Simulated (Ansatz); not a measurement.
Base run

Ansatz input (lattice in Å, positions in fractions of it; a bare `kind: paw` takes the build's default datasets)
```yaml
crystal:
  lattice:
    - [0.0, 2.755, 2.755]
    - [2.755, 0.0, 2.755]
    - [2.755, 2.755, 0.0]
  atoms:
    - { symbol: Al, position: [0.0062869358, 0.0062869358, 0.0062869358] }
    - { symbol: P, position: [0.25, 0.25, 0.25] }
kpoints:
  mp_grid: { grid: [4, 4, 4] }
hamiltonian:
  xc: hse06
  pseudopotentials: { kind: paw }
scf:
  occupations: { method: fermi_dirac, width: 0.05 }
output:
  forces: true
  stress: true
  eigenvalues: true
```

Level of theory: Ansatz 0.2.0 development build, HSE06, plane waves, PAW datasets (generated soft set 1).

The cutoff used is 420 eV.

The stress includes the program's correction for the finite plane-wave basis.

It gives a pressure of -1.19 GPa and an rms force of 0.666 eV/Å, with a gap of 2.21 eV on the mesh.

Task: What changes with an exchange cutoff ratio of 1?

Result: The pressure is unchanged to within 0.01 GPa, the forces move by 0.0 meV/Å (rms), and the free energy changes by 0.00 meV/atom.

Task: What changes with an exchange cutoff ratio of 2?

Result: The pressure is unchanged to within 0.01 GPa, the forces move by 0.0 meV/Å (rms), and the free energy changes by 0.00 meV/atom.

Task: What changes with the regularized exchange singularity in place of the Wigner–Seitz cut?

Result: The pressure is unchanged to within 0.01 GPa, the forces move by 0.0 meV/Å (rms), the gap doesn't move by more than 0.01 eV, and the free energy changes by +0.02 meV/atom.

The program warned that the forces were taken on a coarse exchange grid. A gap read on the mesh is an upper bound of this method's gap, since the mesh can miss a band edge. The k-mesh is modest, so these values aren't fully converged in k.
